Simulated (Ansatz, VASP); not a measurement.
# Si11BHO24 (B-H pair in alpha-quartz): VASP beside Ansatz, part 2 of 2

Wanted: the spread between two codes on one cell, functional and k mesh. The cell is taken from a series of runs on this material, whose earlier steps may have relaxed, scaled, displaced or heated it; both programs get it as it stands.

VASP 6.6.1 and Ansatz 0.2.0.

So far. Step 2 (VASP: single point, HSE06): The run ends at a pressure of 2.01 GPa, with forces up to 52 eV/Å.

**3. Ansatz: single point, HSE06**

Level of this step: Ansatz beside VASP: Kohn-Sham DFT, plane waves, HSE06 (Ansatz).

Ansatz runs on its default PAW (the set named soft_2) files.

The same cell, functional, mesh and smearing now go to Ansatz.

Input file input.yaml:

```yaml
crystal:
  lattice:
    - [-2.50916922, 4.34600857, 5.50897409]
    - [5.01833844, 0.0, 5.50897409]
    - [5.01833844, 8.69201714, 0.0]
  atoms:
    - { symbol: Si, position: [0.079878246, 0.578030797, 0.454158666] }
    - { symbol: Si, position: [0.59111398, 0.073638567, 0.200491929] }
    - { symbol: Si, position: [0.412904012, 0.932305559, 0.025029918] }
    - { symbol: Si, position: [0.910394624, 0.423888354, 0.289072574] }
    - { symbol: Si, position: [0.004097364, 0.002801244, 0.249403223] }
    - { symbol: Si, position: [0.488738062, 0.495889479, 0.008623295] }
    - { symbol: O, position: [0.290976406, 0.475736232, 0.491646301] }
    - { symbol: O, position: [0.817992843, 0.99931606, 0.203842727] }
    - { symbol: O, position: [0.454393163, 0.005773994, 0.362259634] }
    - { symbol: O, position: [0.927072754, 0.531120836, 0.117395287] }
    - { symbol: O, position: [0.451265494, 0.699026067, 0.048654359] }
    - { symbol: O, position: [0.951084978, 0.191467142, 0.311801353] }
    - { symbol: O, position: [0.188205614, 0.013925121, 0.106756256] }
    - { symbol: O, position: [0.698378018, 0.509398719, 0.386545355] }
    - { symbol: O, position: [0.067807585, 0.46986496, 0.343588067] }
    - { symbol: O, position: [0.559489706, 0.975905024, 0.091403402] }
    - { symbol: O, position: [0.055954979, 0.808829571, 0.376628282] }
    - { symbol: O, position: [0.535617875, 0.310464824, 0.143244267] }
    - { symbol: Si, position: [0.075890802, 0.580009262, 0.956900987] }
    - { symbol: Si, position: [0.604285046, 0.09166528, 0.692984686] }
    - { symbol: Si, position: [0.432089835, 0.908451553, 0.534912577] }
    - { symbol: Si, position: [0.898964187, 0.42855332, 0.7811262] }
    - { symbol: Si, position: [0.01295076, -0.005452058, 0.752431015] }
    - { symbol: B, position: [0.591271004, 0.502445463, 0.527657856] }
    - { symbol: O, position: [0.298284009, 0.487553706, 0.970274891] }
    - { symbol: O, position: [0.825633228, 0.993234104, 0.707048897] }
    - { symbol: O, position: [0.451888157, 0.044330551, 0.852649735] }
    - { symbol: O, position: [0.916115722, 0.545307886, 0.610234746] }
    - { symbol: O, position: [0.496389171, 0.671767804, 0.570651373] }
    - { symbol: O, position: [0.975253152, 0.196922235, 0.793534827] }
    - { symbol: O, position: [0.204395685, -0.029955872, 0.618442322] }
    - { symbol: O, position: [0.673378413, 0.482906927, 0.867716019] }
    - { symbol: O, position: [0.036388592, 0.489556238, 0.846118047] }
    - { symbol: O, position: [0.562268734, 0.994227855, 0.588620653] }
    - { symbol: O, position: [0.043490895, 0.814510385, 0.893779716] }
    - { symbol: O, position: [0.578301493, 0.327047256, 0.631885421] }
    - { symbol: H, position: [0.288138577, 0.453578199, 0.56276893] }
basis:
  ecutwfc: 420
  xc_grid: 2
hamiltonian:
  xc: hse06
kpoints:
  mp_grid: { grid: [1, 1, 1] }
scf:
  occupations: { method: fermi_dirac, width: 0.01 }
  max_iter: 120
output:
  forces: true
checkpoint:
  read: "../relax.run"
```

Command:

```
$ ansatz run input.yaml --threads 2 --pin off --max-ram 3768MiB --backend cpu --events-out ev --progress --plain --runs-dir out
```

Numbers of over 12 decimals in the logs are rounded to 6 here.

Log:

```text
Warning: checkpoint.read: the run can stay near the saved state's solution: 2 site(s) moved relative to the saved geometry (max |Δs| = 2.859e-2 fractional); the SCF starts from the saved state under `checkpoint.density_extrapolation: transplant`, in force with no word given; its orbitals are not used off its sites. A run without `checkpoint.read` takes nothing of the state. A lower free energy from it at the same positions (and U, V and field ramp, if any) shows a solution that this start missed, and an equal or higher one rules none out (checkpoint.read, Limitations, in the input reference)
exact exchange: scf.exx.singularity resolves to wigner_seitz, which cuts the screened interaction at the faces of the exchange supercell's Wigner-Seitz cell, so that each pair interacts once, at the shortest of its separations (the periodic images that this leaves out come, for a point-like exchange hole, to about 0.070 eV on a filled level). The cut falls within the interaction's reach, and what an exchange supercel [...]
Engine: ansatz 0.2.0, x86_64-unknown-linux-gnu
Pseudopotentials: kind: paw
Pseudopotential: Si, paw, valence charge 4, recommended cutoff 420 eV (normal), Si.paw.azcp
Pseudopotential: O, paw, valence charge 6, recommended cutoff 420 eV (normal), O.paw.azcp
Pseudopotential: B, paw, valence charge 3, recommended cutoff 420 eV (normal), B.paw.azcp
Pseudopotential: H, paw, valence charge 1, recommended cutoff 420 eV (normal), H.paw.azcp
Functional definition: HSE06
  parameter a = 0.25
  parameter omega = 0.11/bohr
  exchange = pbe_x - a*pbe_x_sr(omega) + a*exact_x_sr(omega)
  correlation = pbe_c
Crystal: 37 atoms, lattice volume = 480.597 Å³
Basis set: ecut = 420 eV, 9403 PW (Γ), exchange–correlation on 100×100×144 points (8 copies of the dense FFT grid, shifted against one another)
Bands: 133, of which v1, the nominal top of the filled ones, is band 96 counted from 1 (95 counted from 0)
Symmetry: 1 space group operations
Space group: P1 (ITA 1), of the structure as read, at distance tolerance 7.8e-5 Å
k-points: 1
Non-local potential: Si, projectors of the file, l = 0: 2, l = 1: 2, l = 2: 2
Non-local potential: O, projectors of the file, l = 0: 2, l = 1: 2, l = 2: 1
Non-local potential: B, projectors of the file, l = 0: 2, l = 1: 2, l = 2: 1
Non-local potential: H, projectors of the file, l = 0: 2, l = 1: 1
PAW form: soft (Blöchl's): semilocal exchange-correlation on the pseudo side does not see the compensation charge
PAW frozen core: Si, regenerated for the run's functional, and the local potential with it (the file was generated under x = pbe(κ = 0.804, μ = 0.219515), c = pbe(β = 0.066725))
PAW frozen core: O, regenerated for the run's functional, and the local potential with it (the file was generated under x = pbe(κ = 0.804, μ = 0.219515), c = pbe(β = 0.066725))
PAW frozen core: B, regenerated for the run's functional, and the local potential with it (the file was generated under x = pbe(κ = 0.804, μ = 0.219515), c = pbe(β = 0.066725))
PAW one-centre angular grid: Si, 110 points (default); XC on 64 Gauss nodes
PAW one-centre angular grid: O, 110 points (default); XC on 96 Gauss nodes
PAW one-centre angular grid: B, 110 points (default); XC on 64 Gauss nodes
PAW one-centre angular grid: H, 110 points (default); XC on 64 Gauss nodes
Initial density: read from a saved state, or passed on in memory by an earlier SCF of this step, an earlier step, the calling program or the single point that the run made first, carried with its atoms to this geometry
Initial wavefunctions: pseudopotential atomic-orbital guess
Functional: x = pbe(κ = 0.804, μ = 0.219515), c = pbe(β = 0.066725), warm-up for x = pbe(κ = 0.804, μ = 0.219515) + 0.25 (exact − pbe) at short range (hse, ω = 0.207870 Å⁻¹), c = pbe(β = 0.066725); HSE06 as pw.x's `hse` composes it (authors' and Libxc's form: `xc: wpbeh`)
iter 1 solved again at ethr=9.77e-4 eV; its pass at ethr=1.00e-1 eV (dr2=1.88e0 eV) is discarded
SCF iter   1: F=—  HF=-20818.577119 eV  |F-HF|=—  |Δ(HF+E_count)|=         —  Δρ=2.78e-2  dr2=1.84e0  ethr=9.77e-4  ⟨swp⟩=13.0  Hψ=849  notcnv=0
preconditioner: auto → none  [insulator: Δε(μ)=5.718 eV  Ē_g=16.912 eV  σ=0.010 eV  W_gap=1.00  n_scr=102 (ndim 8)  ℏωp=23.5 eV  f_vac=0.181  D(μ)=0.00/eV (n_scr^D=0)]
SCF iter   2: F=—  HF=-20818.109596 eV  |F-HF|=—  |Δ(HF+E_count)|=   4.68e-1  Δρ=1.18e-2  dr2=3.31e-1  ethr=9.61e-4  ⟨swp⟩=6.0  Hψ=358  notcnv=0
SCF iter   3: F=—  HF=-20818.028322 eV  |F-HF|=—  |Δ(HF+E_count)|=   8.13e-2  Δρ=5.21e-3  dr2=3.98e-2  ethr=1.73e-4  ⟨swp⟩=6.0  Hψ=350  notcnv=0  defer=2
SCF iter   4: F=—  HF=-20818.023688 eV  |F-HF|=—  |Δ(HF+E_count)|=   4.63e-3  Δρ=1.68e-3  dr2=5.39e-3  ethr=2.07e-5  ⟨swp⟩=6.0  Hψ=324  notcnv=0  defer=2
iter 5 solved again at ethr=1.16e-7 eV; its pass at ethr=2.81e-6 eV (dr2=2.22e-4 eV) is discarded
SCF iter   5: F=-20818.022928 eV  HF=-20818.022931 eV  |F-HF|=2.61e-6  |Δ(HF+E_count)|=   7.57e-4  Δρ=3.63e-4  dr2=2.23e-4  ethr=1.16e-7  ⟨swp⟩=4.0  Hψ=587  notcnv=0  defer=1
SCF 1 stopped early in 5 iterations: F = -20818.022928 eV  dr2 = 2.23e-4
  greatest PAW one-centre occupation: 0.883 electrons in one spin orbital (limit 2), on the O atom at site 6 (counted from 0), in its partial waves of l = 0
Initial density: handed on by an earlier stage of this run
[...]
preconditioner: auto → none  [insulator: Δε(μ)=7.626 eV  Ē_g=19.414 eV  σ=0.010 eV  W_gap=1.00  n_scr=102 (ndim 8)  ℏωp=23.5 eV  f_vac=0.171  D(μ)=0.00/eV (n_scr^D=0)]
SCF iter   2: F=—  HF=-20821.908013 eV  |F-HF|=—  |Δ(HF+E_count)|=   5.71e-2  Δρ=3.41e-3  dr2=2.12e-2  ethr=1.16e-6  ⟨swp⟩=4.0  Hψ=524  notcnv=0
SCF iter   3: F=—  HF=-20821.963986 eV  |F-HF|=—  |Δ(HF+E_count)|=   5.60e-2  Δρ=1.44e-3  dr2=8.17e-3  ethr=1.16e-6  ⟨swp⟩=6.0  Hψ=499  notcnv=0
SCF iter   4: F=—  HF=-20821.961318 eV  |F-HF|=—  |Δ(HF+E_count)|=   2.67e-3  Δρ=1.88e-4  dr2=1.84e-4  ethr=1.16e-6  ⟨swp⟩=4.0  Hψ=363  notcnv=0
SCF iter   5: F=—  HF=-20821.962072 eV  |F-HF|=—  |Δ(HF+E_count)|=   7.53e-4  Δρ=1.76e-4  dr2=1.26e-4  ethr=4.36e-8  ⟨swp⟩=7.0  Hψ=383  notcnv=0
SCF iter   6: F=-20821.962025 eV  HF=-20821.962036 eV  |F-HF|=1.13e-5  |Δ(HF+E_count)|=   3.57e-5  Δρ=5.34e-5  dr2=1.49e-5  ethr=4.36e-8  ⟨swp⟩=4.0  Hψ=320  notcnv=0
SCF 2 stopped early in 6 iterations: F = -20821.962025 eV  dr2 = 1.49e-5
  Residual-converged pass: ⟨swp⟩=4.0  Hψ=395  notcnv=0  max |occ|·‖R‖ = 5.5e-6 eV (tolerance 6.7e-6 eV)  dr2=1.54e-5  dr2_onsite=5.48e-7  max |Δocc| = 0.0e0
  greatest PAW one-centre occupation: 0.887 electrons in one spin orbital (limit 2), on the O atom at site 6 (counted from 0), in its partial waves of l = 0
hybrid outer 1: dexx = +6.511e-2 eV, tail = 8.11e-5 eV
Exchange kernel: α = 0.2500, screened, ω = 0.2079 Å⁻¹, Wigner–Seitz truncation, v(0) = 764.3003 eV·Å³, q-mesh 1×1×1, nearest image of the exchange supercell L = 7.45 Å, pair-density grid 36×36×45, without the augmentation charges, whose exchange is taken in its separable form (sized by the pseudopotential files, 48×48×64 at the most)
Frozen-core exchange: fock
SCF iter   1: F=—  HF=-20821.961211 eV  |F-HF|=—  |Δ(HF+E_count)|=         —  Δρ=2.52e-5  dr2=1.68e-6  ethr=2.11e-7  ⟨swp⟩=11.0  Hψ=373  notcnv=0
preconditioner: auto → none  [insulator: Δε(μ)=7.613 eV  Ē_g=19.390 eV  σ=0.010 eV  W_gap=1.00  n_scr=102 (ndim 8)  ℏωp=23.5 eV  f_vac=0.181  D(μ)=0.00/eV (n_scr^D=0)]
SCF iter   2: F=—  HF=-20821.961211 eV  |F-HF|=—  |Δ(HF+E_count)|=   6.14e-8  Δρ=1.02e-5  dr2=2.48e-7  ethr=6.55e-10  ⟨swp⟩=3.0  Hψ=311  notcnv=0
SCF iter   3: F=—  HF=-20821.961212 eV  |F-HF|=—  |Δ(HF+E_count)|=   1.40e-6  Δρ=9.22e-6  dr2=2.75e-7  ethr=6.59e-11  ⟨swp⟩=7.0  Hψ=475  notcnv=0  defer=2
SCF iter   4: F=-20821.961212 eV  HF=-20821.961212 eV  |F-HF|=1.94e-8  |Δ(HF+E_count)|=   8.06e-8  Δρ=2.32e-6  dr2=2.13e-8  ethr=6.59e-11  ⟨swp⟩=4.0  Hψ=342  notcnv=0
SCF 3 converged in 4 iterations: F = -20821.961212 eV  dr2 = 2.13e-8
  Residual-converged pass: ⟨swp⟩=2.0  Hψ=229  notcnv=0  max |occ|·‖R‖ = 5.3e-6 eV (tolerance 6.7e-6 eV)  dr2=2.14e-8  dr2_onsite=1.25e-9  max |Δocc| = 0.0e0
hybrid outer 2: dexx = +1.331e-6 eV, tail = 5.46e-8 eV, Δε = 1.20e-3 eV (about 3.30e-5 eV left of the loop's levels), ΔF = 4.05e-3 eV/Å (tail 2.71e-4)
hybrid SCF converged: 2 outer / 10 inner (+5 warm-up), last move |dexx| = 1.33e-6 eV, tail = 5.46e-8 eV
Stability not checked: this state was not tested for a lower state beside it, because the functional holds exact exchange (a hybrid, or Hartree-Fock), whose exchange loop this test does not read (fock_operator; see scf.lower_state_search)
Free energy (F): -20821.961212 eV
Frozen-core exchange: fock
Harris-Foulkes:  -20821.961212 eV  (|F-HF|=1.94e-8)
Internal energy: -20821.961212 eV  (E = F + TS)
E sigma→0 (E₀):  -20821.961212 eV
Fermi energy:    4.331993 eV
--- Per-component energies (eV) ---
  E_band       = -1323.369163
  E_kinetic    = 4879.673612
  E_local      = -12635.771409  (includes V_loc(G=0)·N_el)
  E_nonlocal   = 1404.377350
  E_hartree    = 4583.686050
  E_xc         = -1957.484559
  E_vxc        = -2269.297524  (∫ρ·V_xc dr)
  E_exx        = -554.909535  (= α·E_x^exact, valence–valence)
  E_paw        = -9473.945060  (= ΣΔE_a)
  E_vpaw       = -759.967542  (= ΣTr[D̂ρ^β])
  E_aug_tail   = 0.059610  (compensation charges beyond the density's cutoff)
  E_ewald      = -7066.344600
  E_core_change = -1.302673  (= ΣΔE_core)
  E_smearing   = -0.000000  (= −TS)
  E_closure    = 0.000001  (closes the sum)
  Σ components = -20821.961212   (vs F -20821.961212, Δ=0.00e0)
--- Forces (eV/Å), atoms counted from 1 ---
  atom   1  Si    -0.16449057    -0.16507578     0.07839061
  atom   2  Si    -0.00621235    -0.02316132    -0.00053670
  atom   3  Si    -0.02381032    -0.04503884     0.03119638
  atom   4  Si    -0.00326948    -0.06193369    -0.03508266
  atom   5  Si     0.00660510    -0.06505633     0.04324972
  atom   6  Si    -0.01018218    -0.03922961    -0.00174411
  atom   7  O    -17.10715892   -42.94326222     9.28224467
  atom   8  O     -0.00522036     0.02450783     0.00304333
  atom   9  O      0.00572796    -0.00929387     0.00058462
  atom  10  O      0.02155210     0.03917910    -0.01501444
  atom  11  O      0.00729211     0.01373253    -0.00670807
  atom  12  O     -0.00380648     0.01133115    -0.00238458
  atom  13  O      0.01983873     0.01953523    -0.02474901
  atom  14  O     -0.01993089    -0.02789508     0.02189586
  atom  15  O      0.03037987     0.12479241     0.06973383
  atom  16  O      0.00794671     0.01797930     0.00128590
  atom  17  O     -0.07024736     0.11114908    -0.04537464
  atom  18  O      0.00207867     0.01633922    -0.00559557
  atom  19  Si    -0.07279465    -0.06753399    -0.00661290
  atom  20  Si     0.11329599    -0.04340368     0.04043970
  atom  21  Si    -0.00230231     0.04424651    -0.00909155
  atom  22  Si    -0.00204025     0.16222207     0.02720142
  atom  23  Si     0.01789924     0.01310585    -0.01934493
  atom  24  B      0.02038329     0.13941819    -0.11335422
[...]
atom  30  O     -0.00229600    -0.01994828    -0.00612126
  atom  31  O     -0.00786136    -0.01716349     0.01381700
  atom  32  O     -0.00344581    -0.01187589     0.00138325
  atom  33  O      0.06412588    -0.00371076    -0.02995939
  atom  34  O     -0.02292499    -0.02176919    -0.01234993
  atom  35  O      0.01024901     0.00259758     0.01015738
  atom  36  O     -0.05199774    -0.06102036     0.05336780
  atom  37  H     17.39308252    42.86247746    -9.48615110
  max |Σ_I F_I| component: 8.39e-5 eV/Å
--- Band table (eV) ---
  k-point 0: bands = [... 92 lower, 0.1992, 0.3112, 0.3250, 0.5257, 8.1382]
  guard bands above this table: 36 of the run's 133 bands. The solve was not asked for them (output.publish_guard_bands: true or output.eigenvalues: true publishes all)
```

**4. Differences**

Known differences besides the potentials themselves: exact exchange at q = 0 is treated differently, which shows on coarse meshes; VASP keeps PBE cores, Ansatz makes them for the functional; the cutoff is 420 eV in Ansatz and 520 eV in VASP (PREC = Accurate, projectors in real space); VASP takes a coarser grid for exact exchange (PRECFOCK = Fast). Total energies have different zeros and are not compared.

The two programs side by side:

```csv
quantity,Ansatz,VASP,difference
gap on the k mesh (eV),7.613,7.633,-0.021
```

Forces on 7 of the 37 atoms, those with the largest forces and the largest differences (eV/Å; atoms numbered as in POSCAR):

```csv
atom,"Ansatz x, y, z","VASP x, y, z"
Si1,"-0.164, -0.165, 0.078","-0.217, -0.224, 0.140"
Si10,"-0.002, 0.162, 0.027","0.009, 0.171, 0.015"
O12,"-17.107, -42.943, 9.282","-18.923, -47.648, 10.264"
O20,"0.030, 0.125, 0.070","0.048, 0.118, 0.056"
O27,"-0.131, -0.010, 0.146","-0.150, 0.000, 0.148"
B36,"0.020, 0.139, -0.113","0.057, 0.144, -0.128"
H37,"17.393, 42.862, -9.486","19.257, 47.646, -10.482"
```

The forces differ by 696 meV/Å r.m.s., which is 9.9 % of the r.m.s. force of 7.030 eV/Å (both taken over all components). A gap on the mesh is an upper bound, since the band edges may lie between its points.

**5. Summary of results**

```
r.m.s. force difference (single point, HSE06) : 9.9 % of the r.m.s. force
```

In words: The r.m.s. force difference is 9.9 % of the r.m.s. force (single point, HSE06), beyond the 3 % picked in this series as the mark of a large difference. What causes the difference of the single point, HSE06 pair stays open here. How closely two codes agree says nothing of how well the functional describes the real material.

[Lines on the potential files, build, host, timing and source positions are cut from VASP's logs without a mark.]

[Logs are printed without paths, hosts, clocks, repeated set-up lines and the standing remarks that a program may print on its own settings, such as how far it seeks lower states.]

[Hosts, paths, dates, database ids (printed as entryN), source tags and the programs' standing remarks are cut or masked in the printed files.]
